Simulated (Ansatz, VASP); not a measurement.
# Two plane-wave programs on Mo

The input INCAR:

```
SYSTEM = Mo
ALGO = Normal
EDIFF = 1E-7
EDIFFG = -0.01
ENCUT = 600
GGA = PE
IBRION = 2
ISIF = 3
ISMEAR = 0
LASPH = .TRUE.
LCHARG = .FALSE.
LREAL = .FALSE.
LWAVE = .FALSE.
NELM = 100
NSW = 100
PREC = Accurate
SIGMA = 0.1
```

Contents of KPOINTS:

```
k-points
0
G
  24 24 24
  0 0 0
```

The input POSCAR:

```
Mo
1.0
   -1.5816719089      1.5816719089      1.5816719089
    1.5816719089     -1.5816719089      1.5816719089
    1.5816719089      1.5816719089     -1.5816719089
Mo
1
Direct
    0.0000000000      0.0000000000      0.0000000000
```

Input for Ansatz:

```yaml
crystal:
  lattice:
    - [-1.5816719089, 1.5816719089, 1.5816719089]
    - [1.5816719089, -1.5816719089, 1.5816719089]
    - [1.5816719089, 1.5816719089, -1.5816719089]
  atoms:
    - { symbol: Mo, position: [0.0, 0.0, 0.0] }
basis:
  ecutwfc: 420
kpoints:
  mp_grid: { grid: [24, 24, 24] }
hamiltonian:
  xc: pbe
scf:
  occupations: { method: gaussian, width: 0.1 }
output:
  forces: true
  stress: true
  eigenvalues: true
  write_density: true
  write_potential: true
  elf: true
  volumetric_format: npy
relax:
  adjacent_minimum: "off"
  f_tol: 0.01
  max_steps: 80
  cell: { stress_tol: 0.05 }
```

Alike in both runs: task relaxation of cell and atoms; functional PBE; k mesh 24 × 24 × 24; occupations gaussian, width 0.1 eV; no spin polarisation.

```csv
,VASP,Ansatz
version,VASP 6.6.1,Ansatz 0.2.0
potentials or method,"VASP PAW PBE potentials, release 64 (Mo_sv)","scalar-relativistic, plane waves, PAW"
plane-wave cutoff (eV),600,420
valence electrons in the cell,14,14
```

|  | VASP | Ansatz | Ansatz less VASP |
| --- | --- | --- | --- |
| gap on the k mesh at the Fermi level, each at its own relaxed structure (eV) | none | none | - |
| relaxed volume (Å³/atom) | 15.81 | 15.79 | -0.024 |
| relaxed cell length with the largest relative difference (Å) | 2.739 | 2.737 | -0.0014 |

A gap of «none» marks a metal or a gap that the smearing closes.
